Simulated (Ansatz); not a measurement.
The structure is an experimental refinement, used without relaxation. It was measured hot, at 723 K.

Input and log of a run on Ca: DFT, PBE, all-electron LAPW, scalar-relativistic (Ansatz 0.2.0).

Command: `ansatz run input.yaml --threads 1 --pin off --max-ram 2048MiB --backend cpu --events-out ev --progress --plain --runs-dir out` The run took about 10 s on 1 thread of a shared machine.

```yaml
crystal:
  lattice:
    - [3.9799995206, 0.0, 0.0]
    - [-1.9899997603, 3.4467806919, 0.0]
    - [0.0, 0.0, 6.52]
  atoms:
    - { symbol: Ca, position: [0.3333333333, 0.6666666667, 0.25] }
    - { symbol: Ca, position: [0.6666666667, 0.3333333333, 0.75] }
kpoints:
  mp_grid: { grid: [11, 11, 6] }
  band_path:
    path:
      - [0.0, 0.0, 0.0]
      - [0.5, 0.0, 0.0]
      - [0.3333333333, 0.3333333333, 0.0]
      - [0.0, 0.0, 0.0]
      - [0.0, 0.0, 0.5]
      - [0.5, 0.0, 0.5]
      - [0.3333333333, 0.3333333333, 0.5]
      - [0.0, 0.0, 0.5]
      - [0.5, 0.0, 0.5]
    npoints: 8
scf:
  occupations: { method: fermi_dirac, width: 0.08 }
hamiltonian:
  xc: pbe
  pseudopotentials: { kind: all_electron, lapw: { basis_error: 0.0005 } }
output:
  forces: true
  stress: true
  eigenvalues: true
  fatbands: true
  populations: true
  dos: { projected: true, de: 0.2, e_range: [-14, 8] }
```

Output:

```
Ca: projections on atomic orbitals take those of the free atom 1s2 2s2 2p6 3s2 3p6 4s2, of charge +0.00 (hamiltonian.pseudopotentials.projection_atoms)
LAPW: plane waves up to 4.733 Å⁻¹, error target 5.0e-4 eV per atom; small_component_spin mean_spin; Ca in spheres of 1.990 Å, 10 of its electrons in bands, Dirac shells []
Engine: ansatz 0.2.0
Pseudopotentials: kind: all_electron
Pseudopotential: Ca, LAPW, valence charge 10, Koelling and Harmon's equation, gaussian nucleus
Functional definition: PBE
  parameter kappa = 0.804
  parameter beta = 0.06672455060314922
  exchange = pbe_x(kappa = kappa, mu = beta*pi^2/3)
  correlation = pbe_c(beta = beta)
Crystal: 2 atoms, lattice volume = 89.443 Å³
Basis set: ecut = 85.3443570890131 eV, 147 PW (Γ), exchange–correlation at level 2
Bands: 14, of which v1, the nominal top of the filled ones, is band 10 counted from 1 (9 counted from 0)
Symmetry: 24 space group operations
Space group: P63/mmc (ITA 194), of the structure as read, at distance tolerance 4.5e-5 Å
k-points: 64 of 726
Non-local potential: Ca, projectors of the file, none
Initial density: superposition of atomic densities (chi_scale 0.1, normalization cell)
Initial wavefunctions: plane waves of lowest kinetic energy (no species holds an atomic orbital)
Functional: x = pbe(κ = 0.804, μ = 0.2195149727645171), c = pbe(β = 0.06672455060314922)
iter 1 solved again at ethr=6.21e-5 eV; its pass at ethr=1.00e-1 eV (dr2=1.24e-2 eV) is discarded
SCF iter   1: F=—  HF=-37028.935486 eV  |F-HF|=—  |Δ(HF+E_count)|=         —  Δρ=2.80e-3  dr2=1.21e-2  ethr=6.21e-5  ⟨swp⟩=3.7  Hψ=6943  notcnv=0
preconditioner: auto → Kerker (q_TF=auto, 2.126 Å⁻¹)  [metal: Δε(μ)=0.029 eV  Ē_g=2.445 eV  σ=0.080 eV  W_gap=0.09  n_scr=22 (ndim 8)  ℏωp=7.9 eV  f_vac=0.000  D(μ)=2.31/eV (n_scr^D=22)]
SCF iter   2: F=—  HF=-37028.940643 eV  |F-HF|=—  |Δ(HF+E_count)|=   5.16e-3  Δρ=2.23e-3  dr2=8.17e-3  ethr=6.06e-5  ⟨swp⟩=2.4  Hψ=3067  notcnv=0
SCF iter   3: F=—  HF=-37028.946005 eV  |F-HF|=—  |Δ(HF+E_count)|=   5.36e-3  Δρ=1.23e-3  dr2=2.82e-3  ethr=4.09e-5  ⟨swp⟩=2.0  Hψ=3032  notcnv=0
SCF iter   4: F=—  HF=-37028.946699 eV  |F-HF|=—  |Δ(HF+E_count)|=   6.94e-4  Δρ=3.85e-4  dr2=3.12e-4  ethr=1.41e-5  ⟨swp⟩=2.0  Hψ=3032  notcnv=0
iter 5 solved again at ethr=4.39e-8 eV; its pass at ethr=1.56e-6 eV (dr2=8.78e-6 eV) is discarded
SCF iter   5: F=—  HF=-37028.946747 eV  |F-HF|=—  |Δ(HF+E_count)|=   4.86e-5  Δρ=7.34e-5  dr2=8.80e-6  ethr=4.39e-8  ⟨swp⟩=2.5  Hψ=4969  notcnv=0
SCF iter   6: F=—  HF=-37028.946747 eV  |F-HF|=—  |Δ(HF+E_count)|=   3.53e-7  Δρ=2.78e-5  dr2=9.95e-7  ethr=4.39e-8  ⟨swp⟩=2.0  Hψ=3032  notcnv=0
SCF iter   7: F=-37028.946747 eV  HF=-37028.946747 eV  |F-HF|=6.69e-9  |Δ(HF+E_count)|=   1.43e-7  Δρ=3.37e-6  dr2=1.32e-8  ethr=4.98e-9  ⟨swp⟩=2.0  Hψ=3032  notcnv=0
SCF 1 converged in 7 iterations: F = -37028.946747 eV  dr2 = 1.32e-8
NSCF: frozen V_eff on 65 k-points
SCF converged after 7 iterations
Free energy (F): -37028.946747 eV
Harris-Foulkes:  -37028.946747 eV  (|F-HF|=6.69e-9)
Internal energy: -37028.894609 eV  (E = F + TS)
E sigma→0 (E₀):  -37028.920678 eV
Entropy (-TS):   -0.052138 eV (-26.069 meV/atom)
Fermi energy:    4.861633 eV
--- Per-component energies (eV) ---
  E_band       = -354.791527
  E_kinetic    = 37316.207893
  E_xc         = -1965.641769
  E_electrostatic = -72379.460733  (all electrons and nuclei)
  E_smearing   = -0.052138  (= −TS)
  E_closure    = 0.000000  (closes the sum)
  E_atoms      = -37025.121175  (free atoms, spherical and without spin; not in F)
  Σ components = -37028.946747   (vs F -37028.946747, Δ=0.00e0)
  Basis errors (estimates in eV, not in F): energy 1.6e-4 per atom: plane waves 1.6e-4 (7.9e-5 summed), levels above the bands 4.2e-13, relativity 2.0e-9, radial functions 6.5e-6, core shells 4.0e-11; eigenvalues (radial functions only) 4.6e-7; not estimated: angular momenta, meshes, grids; target (lapw.basis_error) 5.0e-4; muffin-tin radii Ca 1.990 Å
--- Forces (eV/Å), atoms counted from 1 ---
  atom   1  Ca     0.00000000    -0.00000000    -0.00000000
  atom   2  Ca    -0.00000000     0.00000000     0.00000000
  max |Σ_I F_I| component: 1.45e-19 eV/Å
--- Stress (GPa, compression-positive) ---
       -0.850369      -0.000000       0.000000
       -0.000000      -0.850369       0.000000
        0.000000       0.000000      -0.797991
  P = ⅓ Tr σ = -0.8329 GPa (-8.329 kbar)
--- Band table (eV; the first three rows and the last of 64) ---
  k-point 0: bands = ["-37.3309", "-37.3208", "-18.3565", "-18.2684", "-18.2684", "-18.2531", "-18.2531", "-18.2467", "0.9025", "3.8436", "4.6100", "7.0551", "7.0714", "7.0714"]
  k-point 1: bands = ["-37.3302", "-37.3215", "-18.3493", "-18.2674", "-18.2674", "-18.2542", "-18.2541", "-18.2541", "1.0150", "3.3147", "5.0740", "6.9491", "7.0414", "7.0414"]
  k-point 2: bands = ["-37.3284", "-37.3234", "-18.3294", "-18.2745", "-18.2646", "-18.2646", "-18.2569", "-18.2569", "1.3454", "2.5541", "5.6829", "6.6523", "7.0177", "7.0177"]
  k-point 63: bands = ["-37.3182", "-37.3182", "-18.3423", "-18.3423", "-18.3159", "-18.3159", "-18.2701", "-18.2701", "4.8598", "4.8598", "5.0933", "5.0933", "5.5869", "5.5869"]
--- Löwdin populations: 2 sites ---
  site symbol       q [e]
     0     Ca     19.4879
     1     Ca     19.4879
  spilling = 0.025603 (of n_electrons = 40.000000)
```
